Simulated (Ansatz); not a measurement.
The system is Bi2TeSe2 (Skippenite).

```xyz
5
Lattice="2.0915 1.2075 9.7123 -2.0915 1.2075 9.7123 0.0000 -2.4151 9.7123" Properties=species:S:1:pos:R:3 pbc="T T T"
Bi    0.0000    0.0000   17.5387
Bi    0.0000    0.0000   11.5983
Te    0.0000    0.0000    0.0000
Se    0.0000    0.0000   22.9716
Se    0.0000    0.0000    6.1654
```

* Program: Ansatz 0.2.0
* Task: relaxation of cell and atoms
* Functional: r2SCAN
* Potentials or basis: Ansatz PAW
* Cutoff: 500 eV (not typed: the program's choice for these potentials)
* k mesh: 7 × 7 × 7
* Occupations: fermi-dirac, width 0.05 eV
* Spin: no spin polarisation

At the start: volume 29.43 Å³/atom.

Task: Where does the relaxation end?

Result: It ends after 7 steps and the volume is 32.04 Å³/atom (+8.8 %); space group R-3m (No. 166, to 0.05 Å).

Step by step:
```tsv
step	energy change (eV)	largest force (eV/Å)	volume (Å³)
1	0.0000	2.0400	147.17
2	-0.4640	0.2489	154.20
3	-0.4882	0.0325	159.25
4	-0.4902	0.0460	159.38
5	-0.4911	0.0087	159.74
6	-0.4912	0.0013	160.18
7	-0.4932	0.0013	160.18
```

Final structure:
```xyz
5
Lattice="2.1286 1.2289 10.2060 -2.1286 1.2289 10.2060 0.0000 -2.4579 10.2060" Properties=species:S:1:pos:R:3 pbc="T T T"
Bi    0.0000    0.0000   18.2830
Bi    0.0000    0.0000   12.3350
Te    0.0000    0.0000    0.0000
Se    0.0000    0.0000   24.0355
Se    0.0000    0.0000    6.5825
```

Caveat: the plane-wave basis is chosen anew once the cell has moved, so the energies of steps on either side of that aren't comparable; the PAW data sets come from PBE, with cores solved anew for the run's functional, which leaves a small shift of forces and pressure.
